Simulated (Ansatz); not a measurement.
# Nickel, diamond under RPBE: structure, energy and stiffness, part 3 of 3

The plan for nickel in the diamond structure: relax it, solve it on a dense k-mesh, then scale the cell to 7 volumes from 88 to 112 % of the relaxed one and try a fit of the equation of state. The start is antiferromagnetic. The k-meshes are 11×11×11 for the relaxation; 17×17×17 for the dense run; 12×12×12 for the volumes.

Ansatz 0.2.0; DFT, RPBE, plane waves (420 eV) with PAW, scalar-relativistic.

### Step 8. The cell scaled to 104 % of its volume

This is Ni in the diamond structure; at room conditions it is fcc.

File input.yaml:

```yaml
crystal:
  lattice:
    - [0.0, 2.6159547817, 2.6159547817]
    - [2.6159547817, 0.0, 2.6159547817]
    - [2.6159547817, 2.6159547817, 0.0]
  atoms:
    - { symbol: Ni, position: [0.125, 0.125, 0.125], spin: -0.852 }
    - { symbol: Ni, position: [0.875, 0.875, 0.875], spin: -0.852 }
hamiltonian:
  xc: rpbe
  pseudopotentials:
    kind: paw
    azcp:
      Ni: "pseudopotentials/Ni.paw.azcp"
basis:
  ecutwfc: 420
  fft_grid_basis: typed
kpoints:
  mp_grid: { grid: [12, 12, 12], shift: [0, 0, 0] }
magnetization:
  spin_polarized: true
scf:
  occupations: { method: fermi_dirac, width: 0.05 }
  lower_state_search: "off"
output:
  stress: true
```

Output, cut to the lines that bear on the results:

```text
Warning: RAYON_NUM_THREADS=2 ignored (pool sized by the plan → 2); use --threads N
[...]
Pseudopotentials: kind: paw
Pseudopotential: Ni, paw, valence charge 18, recommended cutoff 420 eV (normal), <dir>
Functional definition: RPBE
[...]
Crystal: 2 atoms, lattice volume = 35.803 Å³
Basis set: ecut = 420 eV, 725 PW (Γ)
Bands: 23, of which v1, the nominal top of the filled ones, is band 18 counted from 1 (17 counted from 0)
Symmetry: 48 space group operations
[...]
Spin contamination: 0.0290 ħ² per cell (⟨S²⟩ above its minimum at these occupations)
Per-site moments (μB) at R_I (Å): [(-0.8571054505034436, 0.9345118596427249), (-0.8571054505034434, 0.9345118596427249)]
Free energy (F): -11687.195919 eV
[...]
E sigma→0 (E₀):  -11687.179469 eV
Entropy (-TS):   -0.032899 eV (-16.450 meV/atom)
Fermi energy:    9.490970 eV
[...]
--- Stress (GPa, compression-positive) ---
       -2.811761      -0.000000       0.000000
       -0.000000      -2.811761       0.000000
       -0.000000      -0.000000      -2.811761
  P = ⅓ Tr σ = -2.8118 GPa (-28.118 kbar)
```

Wall time 5.2 s (2 threads of an Arm CPU, shared host); peak memory 0.33 GiB.

### Step 9. The cell scaled to 108 % of its volume

input.yaml, as its differences from that of step 8:

```diff
@@ -2,5 +2,5 @@
   lattice:
-    - [0.0, 2.6159547817, 2.6159547817]
-    - [2.6159547817, 0.0, 2.6159547817]
-    - [2.6159547817, 2.6159547817, 0.0]
+    - [0.0, 2.649071649, 2.649071649]
+    - [2.649071649, 0.0, 2.649071649]
+    - [2.649071649, 2.649071649, 0.0]
   atoms:
```

Output, cut to the lines that bear on the results:

```text
Warning: RAYON_NUM_THREADS=2 ignored (pool sized by the plan → 2); use --threads N
[...]
Pseudopotentials: kind: paw
Pseudopotential: Ni, paw, valence charge 18, recommended cutoff 420 eV (normal), <dir>
Functional definition: RPBE
[...]
Crystal: 2 atoms, lattice volume = 37.180 Å³
Basis set: ecut = 420 eV, 725 PW (Γ)
Bands: 23, of which v1, the nominal top of the filled ones, is band 18 counted from 1 (17 counted from 0)
Symmetry: 48 space group operations
[...]
Spin contamination: 0.0311 ħ² per cell (⟨S²⟩ above its minimum at these occupations)
Per-site moments (μB) at R_I (Å): [(-0.8655591249652753, 0.9463423795976427), (-0.8655591249652752, 0.9463423795976427)]
Free energy (F): -11687.161796 eV
[...]
E sigma→0 (E₀):  -11687.144416 eV
Entropy (-TS):   -0.034760 eV (-17.380 meV/atom)
Fermi energy:    8.970700 eV
[...]
--- Stress (GPa, compression-positive) ---
       -5.036665       0.000000       0.000000
        0.000000      -5.036665       0.000000
       -0.000000       0.000000      -5.036665
  P = ⅓ Tr σ = -5.0367 GPa (-50.367 kbar)
```

Run time: 5.6 s. Hardware: 2 threads of an Arm CPU, shared host; peak memory 0.34 GiB.

### Step 10. The cell scaled to 112 % of its volume

input.yaml, as its differences from that of step 9:

```diff
@@ -2,5 +2,5 @@
   lattice:
-    - [0.0, 2.649071649, 2.649071649]
-    - [2.649071649, 0.0, 2.649071649]
-    - [2.649071649, 2.649071649, 0.0]
+    - [0.0, 2.681380585, 2.681380585]
+    - [2.681380585, 0.0, 2.681380585]
+    - [2.681380585, 2.681380585, 0.0]
   atoms:
```

Output, cut to the lines that bear on the results:

```text
Warning: RAYON_NUM_THREADS=2 ignored (pool sized by the plan → 2); use --threads N
[...]
Pseudopotentials: kind: paw
Pseudopotential: Ni, paw, valence charge 18, recommended cutoff 420 eV (normal), <dir>
Functional definition: RPBE
[...]
Crystal: 2 atoms, lattice volume = 38.557 Å³
Basis set: ecut = 420 eV, 749 PW (Γ)
Bands: 23, of which v1, the nominal top of the filled ones, is band 18 counted from 1 (17 counted from 0)
Symmetry: 48 space group operations
[...]
Spin contamination: 0.0334 ħ² per cell (⟨S²⟩ above its minimum at these occupations)
Per-site moments (μB) at R_I (Å): [(-0.8759823690757069, 0.9578842778275564), (-0.8759823690757065, 0.9578842778275564)]
Free energy (F): -11687.110748 eV
[...]
E sigma→0 (E₀):  -11687.092417 eV
Entropy (-TS):   -0.036661 eV (-18.331 meV/atom)
Fermi energy:    8.489189 eV
[...]
--- Stress (GPa, compression-positive) ---
       -6.768835       0.000000      -0.000000
        0.000000      -6.768835       0.000000
       -0.000000       0.000000      -6.768835
  P = ⅓ Tr σ = -6.7688 GPa (-67.688 kbar)
```

Run time: 5.7 s. Hardware: 2 threads of an Arm CPU, shared host; peak memory 0.34 GiB.

### Step 11. Energy and pressure against volume

The cell was scaled evenly, with its shape and the fractional positions fixed.

```
V (Å³/atom)  E − E₀ (meV/atom)  P from the stress (GPa)  P from the fit (GPa)  largest moment (μB)
     15.147               78.3                    13.96                 13.88                 0.83
     15.836               31.6                     8.18                  8.08                 0.84
     16.525                7.1                     3.63                  3.52                 0.84
     17.213                0.0                     0.03                 -0.08                 0.85
     17.902                6.7                    -2.81                 -2.91                 0.86
     18.590               24.2                    -5.04                 -5.14                 0.87
     19.279               50.2                    -6.77                 -6.90                 0.88
```

Fit (Birch-Murnaghan, third order): V₀ = 17.196 Å³/atom, B₀ = 80 GPa, B₀′ = 4.9, largest residual 0.03 meV/atom.

The fit is made to E(σ → 0), while the stress belongs to the free energy F; that is one source of the offset between the two pressures.

### Step 12. What came out

What follows sums up all 3 parts.

```
                      quantity                                  value
space group (spins left aside)                        Fd-3m (No. 227)
             conventional cell                            a = 5.164 Å
                        volume                         17.213 Å³/atom
             shortest distance                                2.236 Å
               gap on the mesh           none (levels filled in part)
                magnetic state  ferromagnetic, up to 0.85 μB per atom
relative to fcc, ferromagnetic                         +1140 meV/atom
                   V₀, B₀, B₀′            17.196 Å³/atom, 80 GPa, 4.9
```

In words: From the guessed start the volume grew by 16.6 % in 7 steps. Against the reference form of nickel (fcc, ferromagnetic, computed apart with the same settings) it stands 1140 meV/atom higher. The final state is ferromagnetic (largest moment 0.85 μB). That is not the order it started in. Levels at the Fermi energy are filled in part, as in a metal. The fitted modulus is 80 GPa. Relaxation kept the symmetry; phonons were not checked.
